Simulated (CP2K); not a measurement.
BP:

```
P B
1.0
     3.20885    0.00000    0.00000
     1.60443    2.77895    0.00000
     1.60443    0.92632    2.62002
P B
1 1
Direct
  0.75000 0.75000 0.75000
  0.00000 0.00000 0.00000
```

Program: CP2K 2026.2. Alike in all runs: task band structure; no spin polarisation; cell as given; k mesh 10 × 10 × 10.

Question: Order these runs on this cell by their band gap on the k mesh, lowest first.
A. level TB-mBJ; potentials or basis POTENTIAL_UZH P GTH-PBE-q5, B GTH-PBE-q3; TZVP-MOLOPT-PBE-GTH basis; smearing fermi-dirac 0.0259 eV; EPS_DEFAULT 1.0E-9; NGRIDS 4; points a segment of the path (NPOINTS) 8; bands added on the path 4; CUTOFF of the grids 675 Ry
B. level r2SCAN; potentials or basis POTENTIAL_UZH P GTH-SCAN-q5, B GTH-SCAN-q3; TZVP-MOLOPT-SCAN-GTH basis; smearing fermi-dirac 0.05 eV; EPS_DEFAULT 1.0E-10; NGRIDS 5; points a segment of the path (NPOINTS) 10; bands added on the path 2; CUTOFF of the grids 675 Ry
C. level PBEsol; potentials or basis POTENTIAL_UZH P GTH-PBE-q5, B GTH-PBE-q3; TZVP-MOLOPT-PBE-GTH basis; smearing fermi-dirac 0.01 eV; EPS_DEFAULT 1.0E-10; NGRIDS 5; points a segment of the path (NPOINTS) 6; bands added on the path 4; CUTOFF of the grids 450 Ry

Answer: C (1.23 eV), B (1.52 eV), A (1.67 eV).

Caveats: the basis of atomic orbitals isn't converged, which shifts pressures, moduli and gaps; this is a model potential without an energy functional, so only levels have meaning (some runs).

Runs at the PBE level aren't shown here.
